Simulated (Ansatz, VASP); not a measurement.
**Two plane-wave programs on LiCl**

```
Li Cl
1.0
     4.16187    0.00000    0.00000
    -2.08094    3.60429    0.00000
     0.00000    0.00000    5.12109
Li Cl
2 2
Direct
  0.33333 0.66667 0.25000
  0.66667 0.33333 0.75000
  0.66667 0.33333 0.25000
  0.33333 0.66667 0.75000
```

Change from the starting cell: uniaxial_z strain -2.1%.

Alike in both runs: task single point; functional PBE; k mesh 12 × 12 × 6; occupations fermi-dirac, width 0.02 eV; no spin polarisation.

|  | VASP | Ansatz |
| --- | --- | --- |
| version | VASP 6.6.1 | Ansatz 0.2.0 |
| potentials or method | VASP PAW PBE potentials, release 64 (Li_sv, Cl) | plane waves, PAW |
| plane-wave cutoff (eV) | 520 | 420 |
| valence electrons in the cell | 20 | 20 |

```tsv
	VASP	Ansatz	Ansatz less VASP
gap on the k mesh at the Fermi level (eV)	5.76	5.75	-0.007
```

 A k mesh can miss the band edges.
